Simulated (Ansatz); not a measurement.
## Nudged elastic band run: Si8O15

input.yaml

```yaml
crystal:
  lattice:
    - [0.0, 5.0462, 4.4946]
    - [4.097, 0.0, 4.4946]
    - [4.097, 5.0462, 0.0]
  atoms:
    - { symbol: Si, position: [0.19936911, 0.04690668, 0.95095751] }
    - { symbol: Si, position: [0.31250025, 0.45123359, 0.03667155] }
    - { symbol: Si, position: [0.79770663, 0.94619127, 0.05037906] }
    - { symbol: Si, position: [0.19893423, 0.05204268, 0.44934888] }
    - { symbol: O, position: [0.40183027, 0.51679079, 0.217341] }
    - { symbol: O, position: [0.26615438, 0.15197502, 0.61555732] }
    - { symbol: O, position: [0.36114333, 0.71527731, 0.52095912] }
    - { symbol: O, position: [0.46729946, 0.11347745, 0.1489429] }
    - { symbol: O, position: [0.09571219, 0.98154845, 0.28549391] }
    - { symbol: O, position: [0.23216301, 0.34417404, 0.88434868] }
    - { symbol: O, position: [0.134249, 0.78520365, 0.98185908] }
    - { symbol: O, position: [0.03950159, 0.38268833, 0.34453196] }
    - { symbol: Si, position: [0.69782524, 0.5436074, 0.46716874] }
    - { symbol: Si, position: [0.79811747, 0.94854305, 0.5497229] }
    - { symbol: Si, position: [0.29704666, 0.44987563, 0.55232088] }
    - { symbol: Si, position: [0.69798776, 0.54768744, 0.95794979] }
    - { symbol: O, position: [0.89725741, 0.02074377, 0.71531161] }
    - { symbol: O, position: [0.76505665, 0.65008827, 0.11989685] }
    - { symbol: O, position: [0.86137532, 0.21416215, 0.01598551] }
    - { symbol: O, position: [0.96054068, 0.61359373, 0.65604666] }
    - { symbol: O, position: [0.73176508, 0.84630582, 0.38662102] }
    - { symbol: O, position: [0.63268002, 0.28288339, 0.48674408] }
    - { symbol: O, position: [0.53353054, 0.87535718, 0.84654797] }
basis:
  ecutwfc: 420.0
kpoints:
  mp_grid: { grid: [2, 2, 2] }
hamiltonian:
  xc: pbe
  dispersion: d3bj
  pseudopotentials: { kind: paw, azcp: { folder: soft_1 } }
scf:
  occupations: { method: fermi_dirac, width: 0.05 }
  lower_state_search: "off"
neb:
  images: 3
  f_tol: 0.03
  initial_path: idpp
  max_iterations: 80
  final_atoms:
    - { symbol: Si, position: [0.20101821, 0.05236806, 0.95063819] }
    - { symbol: Si, position: [0.30144181, 0.45096644, 0.0431974] }
    - { symbol: Si, position: [0.79963562, 0.95150695, 0.04989979] }
    - { symbol: Si, position: [0.20074112, 0.05015158, 0.45108622] }
    - { symbol: O, position: [0.59742994, 0.48171527, -0.21705432] }
    - { symbol: O, position: [0.26718353, 0.15230357, 0.61428031] }
    - { symbol: O, position: [0.36628009, 0.71570501, 0.51398419] }
    - { symbol: O, position: [0.46545378, 0.12293861, 0.15434666] }
    - { symbol: O, position: [0.10154674, 0.9778149, 0.28558069] }
    - { symbol: O, position: [0.23387886, 0.34855644, 0.88116667] }
    - { symbol: O, position: [0.13753436, 0.78444644, 0.98476347] }
    - { symbol: O, position: [0.0384961, 0.38495181, 0.34477331] }
    - { symbol: Si, position: [0.70205838, 0.54860821, 0.4482941] }
    - { symbol: Si, position: [0.79992607, 0.94652137, 0.55154984] }
    - { symbol: Si, position: [0.30061912, 0.45479826, 0.53527161] }
    - { symbol: Si, position: [0.68597436, 0.54733677, 0.96430159] }
    - { symbol: O, position: [0.90320571, 0.01698421, 0.71531939] }
    - { symbol: O, position: [0.76674105, 0.65430905, 0.11647091] }
    - { symbol: O, position: [0.86462358, 0.21334957, 0.01901229] }
    - { symbol: O, position: [0.95939864, 0.61579932, 0.65645712] }
    - { symbol: O, position: [0.73280125, 0.84652526, 0.3852771] }
    - { symbol: O, position: [0.63771778, 0.28334629, 0.47979139] }
    - { symbol: O, position: [0.53154393, 0.88514659, 0.85184209] }
  order_check: true
```

Launched with:

```bash
$ ansatz run input.yaml --threads 1 --pin off --max-ram 3072MiB --backend cpu --events-out ev --progress --plain --runs-dir out
```

Output, in part (warnings, iteration lines):

```
NEB end point (image 0): max|allowed force component| = 1.520e-2 eV/Å (the criterion of neb.relax_end_points is 1.000e-2)
NEB end point (image 4): max|allowed force component| = 2.565e-2 eV/Å (the criterion of neb.relax_end_points is 1.000e-2)
NEB iter   1: max|band force component| = 4.279e0 eV/Å  barrier→ = 5.0246 eV  barrier← = 5.0243 eV  Δτ_max = 0.0636 Å  (51 SCF iters)
NEB iter   2: max|band force component| = 2.446e0 eV/Å  barrier→ = 4.4890 eV  barrier← = 4.4887 eV  Δτ_max = 0.0812 Å  (23 SCF iters)
NEB iter   3: max|band force component| = 5.731e-1 eV/Å  barrier→ = 4.1994 eV  barrier← = 4.1990 eV  Δτ_max = 0.0261 Å  (24 SCF iters)
NEB iter   4: max|band force component| = 3.242e-1 eV/Å  barrier→ = 4.1709 eV  barrier← = 4.1706 eV  CI = image 2  Δτ_max = 0.0280 Å  (20 SCF iters)
NEB iter   5: max|band force component| = 6.915e-1 eV/Å  barrier→ = 4.1628 eV  barrier← = 4.1624 eV  CI = image 2  Δτ_max = 0.0137 Å  (21 SCF iters)
NEB iter   6: max|band force component| = 2.116e-1 eV/Å  barrier→ = 4.1554 eV  barrier← = 4.1551 eV  CI = image 2  Δτ_max = 0.0054 Å  (20 SCF iters)
NEB iter   7: max|band force component| = 9.425e-2 eV/Å  barrier→ = 4.1527 eV  barrier← = 4.1524 eV  CI = image 2  Δτ_max = 0.0056 Å  (17 SCF iters)
NEB iter   8: max|band force component| = 9.830e-2 eV/Å  barrier→ = 4.1518 eV  barrier← = 4.1515 eV  CI = image 2  Δτ_max = 0.0028 Å  (17 SCF iters)
NEB iter   9: max|band force component| = 3.758e-2 eV/Å  barrier→ = 4.1514 eV  barrier← = 4.1511 eV  CI = image 2  Δτ_max = 0.0019 Å  (16 SCF iters)
NEB iter  10: max|band force component| = 2.583e-2 eV/Å  barrier→ = 4.1512 eV  barrier← = 4.1509 eV  CI = image 2  Δτ_max = 0.0000 Å  (331 SCF iters)
```

It converged. Neighbouring images differ by up to 2.4 eV, so the band resolves the path poorly. By the program's own check the climbing image is a first-order saddle point (lowest curvatures found: -15.11 and 4.90 eV/Å²). Limits of this set-up: coarse k mesh, no spin, though dangling bonds at a vacancy may carry it, a small cell, in which the defect meets its images.

Final band (atoms are numbered from 1 in the order of the input):

| image | path coordinate (Å) | energy (eV) | O5–Si15 (Å) | O5–Si13 (Å) |
| --- | --- | --- | --- | --- |
| 0 | 0.00 | 0.00 | 1.78 | 3.31 |
| 1 | 0.66 | 1.73 | 2.31 | 3.33 |
| 2 | 1.32 | 4.15 | 2.84 | 2.84 |
| 3 | 1.98 | 1.72 | 3.34 | 2.30 |
| 4 | 2.64 | 0.00 | 3.31 | 1.77 |

Run time: 3.6 min on 1 thread of Intel(R) Xeon(R) 6975P-C (Granite Rapids), on a shared host, peak memory 0.76 GiB.
